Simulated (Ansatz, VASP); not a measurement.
## CaO: VASP beside Ansatz

The input INCAR:

```
SYSTEM = CaO
  PREC = Accurate
  ENCUT = 520
  EDIFF = 1E-6
  ISMEAR = 0
  SIGMA = 0.05
  LREAL = .FALSE.
  LASPH = .TRUE.
  NELM = 80
  ALGO = Normal
  ISIF = 2
  LWAVE = .FALSE.
  LCHARG = .FALSE.
  GGA = CA
  NBANDS = 15
```

Contents of KPOINTS:

```
regular mesh
0
G
  8 8 8
  0 0 0
```

The input POSCAR:

```
CaO
1.0
    0.0000000000      2.4490000000      2.4490000000
    2.4490000000      0.0000000000      2.4490000000
    2.4490000000      2.4490000000      0.0000000000
Ca O
1 1
Direct
   -0.0765618620      0.0765618620      0.0765618620
    0.5000000000      0.5000000000      0.5000000000
```

Input for Ansatz:

```yaml
crystal:
  lattice:
    - [0.0, 2.449, 2.449]
    - [2.449, 0.0, 2.449]
    - [2.449, 2.449, 0.0]
  atoms:
    - { symbol: Ca, position: [-0.076561862, 0.076561862, 0.076561862] }
    - { symbol: O, position: [0.5, 0.5, 0.5] }
basis:
  ecutwfc: 420
kpoints:
  mp_grid: { grid: [8, 8, 8] }
hamiltonian:
  xc: lda
scf:
  occupations: { method: gaussian, width: 0.05 }
output:
  forces: true
  stress: true
  eigenvalues: true
```

Change from the starting cell: all Ca atoms moved +0.375 Å, as atom 1 along Cartesian [1 0 0].

Alike in both runs: task single point; functional LDA; k mesh 8 × 8 × 8; occupations gaussian, width 0.05 eV; no spin polarisation.

```csv
,VASP,Ansatz
version,VASP 6.6.1,Ansatz 0.2.0
potentials or method,"VASP PAW LDA potentials, release 64 (Ca_sv, O)","scalar-relativistic, plane waves, PAW"
plane-wave cutoff (eV),520,420
valence electrons in the cell,16,16
```

Ansatz gave:

* gap on the k mesh at the Fermi level (eV): 3.82
* least direct gap on the mesh (eV): 4.01
* pressure (GPa): -6.0
* largest component of the traceless stress (GPa): 11.36
* rms of the force components (eV/Å): 0.900

**Question.** What did VASP give for the same quantities?

**Answer.** gap on the k mesh at the Fermi level (eV): 3.80; least direct gap on the mesh (eV): 3.99; pressure (GPa): -5.3; largest component of the traceless stress (GPa): 11.86; rms of the force components (eV/Å): 0.946.

Atom by atom the forces differ by 0.046 eV/Å (rms over components).

Caveats: forces of over 1 eV/Å show positions far from the minimum, so gaps and moduli don't describe the material at rest. A k mesh can miss the band edges.
